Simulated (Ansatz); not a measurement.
# Si (P-1) in Ansatz: reference runs

Reference runs on Si: the cell as given.

Program: Ansatz 0.2.0. These are calculated values, not measurements. Logs are shortened: lines on timing, memory, paths and dates and some standing lists are left out, and cuts for length are marked.

## (1) The cell of the first run

The typed cell holds 1 atom: a = 2.663 Å, b = 2.615 Å, c = 2.488 Å, α = 88.18°, β = 90.31°, γ = 122.18°.

This isn't the form of Si at room conditions, which is diamond.

## (2) Single point, PBE (cell sheared at random, sigma 0.03, atoms nudged by 0.01 Å)

input.yaml reads:

```yaml
crystal:
  lattice:
    - [2.6622503, -0.03624233, -0.00683095]
    - [-1.36251193, 2.23176068, 0.04189651]
    - [-0.00642903, 0.04181964, 2.48776073]
  atoms:
    - { symbol: Si, position: [0.0, 0.0, 0.0] }
kpoints:
  mp_grid: { grid: [12, 12, 11] }
scf:
  occupations: { method: fermi_dirac, width: 0.05 }
hamiltonian:
  xc: pbe
  pseudopotentials: { kind: all_electron, lapw: { basis_error: 0.001 } }
output:
  forces: true
  stress: true
  eigenvalues: true
  populations: true
```

Potentials or basis: all-electron LAPW, scalar-relativistic.

On the command line:

```bash
> ansatz run input.yaml --threads 1 --pin off --max-ram 3072MiB --backend cpu --events-out ev --progress --plain --runs-dir out
```

What it wrote:

```text
Warning: RAYON_NUM_THREADS=1 ignored (pool sized by the plan → 1); use --threads N
Si: projections on atomic orbitals take those of the free atom 1s2 2s2 2p6 3s2 3p2, of charge +0.00 (hamiltonian.pseudopotentials.projection_atoms)
LAPW: plane waves up to 6.941 Å⁻¹, error target 1.0e-3 eV per atom; small_component_spin mean_spin; Si in spheres of 1.244 Å, 12 of its electrons in bands, Dirac shells [] (how accurate: hamiltonian.pseudopotentials.lapw.basis_error, Limitations)
Engine: ansatz 0.2.0, aarch64-unknown-linux-gnu
Pseudopotentials: kind: all_electron
Pseudopotential: Si, LAPW, valence charge 12, lapw/all_electron/scalar/gaussian/Si, Koelling and Harmon's equation, gaussian nucleus
Functional definition: PBE
  parameter kappa = 0.804
  parameter beta = 0.06672455060314922
  exchange = pbe_x(kappa = kappa, mu = beta*pi^2/3)
  correlation = pbe_c(beta = beta)
Crystal: 1 atoms, lattice volume = 14.654 Å³
Basis set: ecut = 183.55351167278081 eV, 77 PW (Γ), exchange–correlation at level 2
Bands: 10, of which v1, the nominal top of the filled ones, is band 6 counted from 1 (5 counted from 0)
Symmetry: 2 space group operations
Space group: P-1 (ITA 2), of the structure as read, at distance tolerance 2.4e-5 Å
k-points: 794 of 1584
Non-local potential: Si, projectors of the file, none
Initial density: superposition of atomic densities (chi_scale 0.1, normalization cell)
Initial wavefunctions: plane waves of lowest kinetic energy (no species holds an atomic orbital)
Functional: x = pbe(κ = 0.804, μ = 0.2195149727645171), c = pbe(β = 0.06672455060314922)
iter 1 solved again at ethr=2.38e-4 eV; its pass at ethr=1.00e-1 eV (dr2=2.85e-2 eV) is discarded
SCF iter   1: F=—  HF=-7891.962186 eV  |F-HF|=—  |Δ(HF+E_count)|=         —  Δρ=1.93e-2  dr2=2.86e-2  ethr=2.38e-4  ⟨swp⟩=3.0  Hψ=59352  notcnv=0
preconditioner: auto → none  [metal: Δε(μ)=0.044 eV  Ē_g=13.927 eV  σ=0.050 eV  W_gap=0.22  n_scr=2 (ndim 8)  ℏωp=19.4 eV  f_vac=0.000  D(μ)=0.29/eV (n_scr^D=0)  sad-step TF]
SCF iter   2: F=—  HF=-7891.957593 eV  |F-HF|=—  |Δ(HF+E_count)|=   4.59e-3  Δρ=1.25e-2  dr2=1.33e-2  ethr=2.38e-4  ⟨swp⟩=2.0  Hψ=22395  notcnv=0
iter 3 solved again at ethr=1.24e-6 eV; its pass at ethr=1.11e-4 eV (dr2=1.49e-4 eV) is discarded
SCF iter   3: F=—  HF=-7891.957906 eV  |F-HF|=—  |Δ(HF+E_count)|=   3.14e-4  Δρ=1.27e-3  dr2=1.49e-4  ethr=1.24e-6  ⟨swp⟩=2.0  Hψ=39290  notcnv=0
SCF iter   4: F=—  HF=-7891.957922 eV  |F-HF|=—  |Δ(HF+E_count)|=         —  Δρ=1.42e-4  dr2=1.82e-6  ethr=1.24e-6  ⟨swp⟩=2.0  Hψ=21533  notcnv=0
the basis was enlarged: its passes take 66.8 KiB over the memory plan, 1 of 1 planned eigensolver slots
SCF iter   5: F=-7891.957922 eV  HF=-7891.957922 eV  |F-HF|=3.49e-8  |Δ(HF+E_count)|=   2.09e-7  Δρ=1.95e-5  dr2=3.05e-8  ethr=1.52e-8  ⟨swp⟩=2.0  Hψ=21533  notcnv=0
SCF 1 converged in 5 iterations: F = -7891.957922 eV  dr2 = 3.05e-8
SCF converged after 5 iterations
Free energy (F): -7891.957922 eV
Harris-Foulkes:  -7891.957922 eV  (|F-HF|=3.49e-8)
Internal energy: -7891.955467 eV  (E = F + TS)
E sigma→0 (E₀):  -7891.956695 eV
Entropy (-TS):   -0.002455 eV (-2.455 meV/atom)
Fermi energy:    11.937529 eV
--- Per-component energies (eV) ---
  E_band       = -690.807567
  E_kinetic    = 7914.732545
  E_xc         = -568.704151
  E_electrostatic = -15237.983861  (all electrons and nuclei)
  E_smearing   = -0.002455  (= −TS)
  E_closure    = 0.000000  (closes the sum)
  E_atoms      = -7886.856883  (free atoms, spherical and without spin; not in F)
  Σ components = -7891.957922   (vs F -7891.957922, Δ=0.00e0)
  Basis errors (estimates in eV, not in F): energy 4.5e-4 per atom: plane waves 4.0e-4 (2.2e-4 summed), levels above the bands 1.1e-107, relativity 7.2e-9, radial functions 4.6e-5, core shells 7.9e-13; eigenvalues (radial functions only) 8.4e-6; not estimated: angular momenta, meshes, grids; target (lapw.basis_error) 1.0e-3; muffin-tin radii Si 1.244 Å
--- Forces (eV/Å), atoms counted from 1 ---
  atom   1  Si     0.00000000     0.00000000     0.00000000
  max |Σ_I F_I| component: 0.00e0 eV/Å
--- Stress (GPa, compression-positive) ---
        3.922620       2.654683      -0.011706
        2.654683       4.481896      -2.497924
       -0.011706      -2.497924       1.881355
  P = ⅓ Tr σ = 3.4286 GPa (34.286 kbar)
--- Band table (eV; the first three rows and the last of 794) ---
  k-point 0: bands = ["-122.4845", "-78.5442", "-78.5317", "-78.4902", "-2.2127", "19.3168", "19.5527", "21.9624", "23.1206", "23.5171"]
  k-point 1: bands = ["-122.4844", "-78.5441", "-78.5316", "-78.4914", "-2.0228", "16.0822", "22.1002", "22.7097", "23.2779", "23.7026"]
  k-point 2: bands = ["-122.4840", "-78.5439", "-78.5314", "-78.4945", "-1.4562", "12.8728", "22.5411", "23.6807", "24.0738", "25.5984"]
  k-point 793: bands = ["-122.4816", "-78.5534", "-78.5332", "-78.5037", "8.3936", "8.7539", "10.5193", "13.5529", "21.5435", "24.6711"]
--- Löwdin populations: 1 site ---
  site symbol       q [e]
     0     Si     13.9368
  spilling = 0.004514 (of n_electrons = 14.000000)
```

It took 29 s on 1 thread of Arm Neoverse N1, shared host; peak memory 0.4 GiB.

Results:

```
Free energy            : -7891.9579 eV
Pressure               : 3.4 GPa
Band gap on the k mesh : none (metal or under the smearing width)
```

Levels at points of the mesh, in eV from the Fermi level:
```csv
k point,band 5,band 6,band 7,band 8,band 9,band 10
"(0.00, 0.00, 0.00)",-14.15,7.38,7.62,10.02,11.18,11.58
"(0.00, -0.50, 0.00)",-7.11,-6.66,4.51,6.10,12.79,14.70
"(-0.50, 0.00, 0.00)",-7.48,-6.79,5.30,6.62,12.62,14.78
"(-0.50, -0.50, 0.00)",-7.97,-6.94,6.30,7.20,12.20,14.66
```
